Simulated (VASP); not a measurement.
A run of VASP 6.6.1 is set up as follows.

Contents of INCAR:

```
PREC = Accurate
ENCUT = 520
EDIFF = 1E-6
ISMEAR = 0
SIGMA = 0.03
LREAL = False
LASPH = True
NELM = 80
ALGO = Normal
ISIF = 2
LWAVE = False
LCHARG = False
GGA = PE
LOPTICS = True
NBANDS = 33
NEDOS = 1000
CSHIFT = 0.05
KPAR = 4
```

File KPOINTS:

```
regular mesh
0
Gamma
  12 12 12
```

The input POSCAR:

```
CdO                                     
1.0
    0.0000000000      2.3523961157      2.3523961157
    2.3523961157      0.0000000000      2.3523961157
    2.3523961157      2.3523961157      0.0000000000
  Cd              O             
     1     1
Direct
     0.0000000000000000    0.0000000000000000    0.0000000000000000
     0.5000000000000000    0.5000000000000000    0.5000000000000000
```

Potentials or basis: VASP PAW PBE potentials, release 64 (Cd, O).

The run is started by

```console
$ cat potpaw_PBE.64/Cd/POTCAR potpaw_PBE.64/O/POTCAR > POTCAR
$ mpirun -np 4 vasp_std > vasp.out
```

(1) Predict the pressure.

(2) Predict the band gap on the k mesh.

Answers

(1) 7.0 GPa.

(2) none (metal or under the smearing width).

Caveat: this crystal is a semiconductor, whose small gap the functional closes, so the metal is an error of the method.
